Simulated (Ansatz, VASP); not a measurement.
# AlN in VASP and in Ansatz

File INCAR:

```
PREC = Accurate
ENCUT = 520
EDIFF = 1E-6
ISMEAR = 0
SIGMA = 0.05
LREAL = False
LASPH = True
NELM = 60
ALGO = Normal
ISIF = 2
LWAVE = False
LCHARG = True
GGA = PE
LELF = True
LVHAR = True
NBANDS = 16
```

Contents of KPOINTS:

```
regular mesh
0
Gamma
  8 8 6
```

File POSCAR:

```
AlN
1.0
    0.0000000000     -2.0184234927     -2.0184234927
    0.0000000000      2.0184234927     -2.0184234927
    4.0368469854      0.0000000000      0.0000000000
Al N
2 2
Direct
    0.5289881188      0.4710118812      0.0000000000
   -0.0289881188      0.0289881188      0.5000000000
    0.4894833559      0.5105166441      0.5000000000
    0.0105166441      0.9894833559      0.0000000000
```

Input for Ansatz:

```yaml
crystal:
  lattice:
    - [0.0, -2.0184234927, -2.0184234927]
    - [0.0, 2.0184234927, -2.0184234927]
    - [4.0368469854, 0.0, 0.0]
  atoms:
    - { symbol: Al, position: [0.5289881188, 0.4710118812, 0.0] }
    - { symbol: Al, position: [-0.0289881188, 0.0289881188, 0.5] }
    - { symbol: "N", position: [0.4894833559, 0.5105166441, 0.5] }
    - { symbol: "N", position: [0.0105166441, 0.9894833559, 0.0] }
basis:
  ecutwfc: 520.0
kpoints:
  mp_grid: { grid: [8, 8, 6] }
hamiltonian:
  xc: pbe
  pseudopotentials: { kind: paw }
scf:
  occupations: { method: gaussian, width: 0.05 }
output:
  forces: true
  stress: true
  eigenvalues: true
```

Change from the starting cell: mode 4 frozen in at -0.118 Å, equal normal strain along x, y and z -0.0083.

Alike in both runs: task single point; functional PBE; k mesh 8 × 8 × 6; occupations gaussian, width 0.05 eV; no spin polarisation.

|  | VASP | Ansatz |
| --- | --- | --- |
| version | VASP 6.6.1 | Ansatz 0.2.0 |
| potentials or method | VASP PAW PBE potentials, release 64 (Al, N) | scalar-relativistic, plane waves, PAW |
| plane-wave cutoff (eV) | 520 | 520 |
| valence electrons in the cell | 16 | 16 |

Ansatz gave:

| Quantity | Value |
| --- | --- |
| gap on the k mesh at the Fermi level (eV) | 4.59 |
| least direct gap on the mesh (eV) | 4.68 |
| pressure (GPa) | 8.0 |
| largest component of the traceless stress (GPa) | 2.27 |
| rms of the force components (eV/Å) | 0.544 |

Task: Estimate VASP's values.

Result: gap on the k mesh at the Fermi level (eV): 4.57; least direct gap on the mesh (eV): 4.65; pressure (GPa): 7.6; largest component of the traceless stress (GPa): 2.27; rms of the force components (eV/Å): 0.544.

Atom by atom the forces differ by 0.001 eV/Å (rms over components). With one functional, cell and mesh, what is left measures potentials, basis and numerics.

Caveats: forces of over 1 eV/Å show positions far from the minimum, so gaps and moduli don't describe the material at rest. A k mesh can miss the band edges.
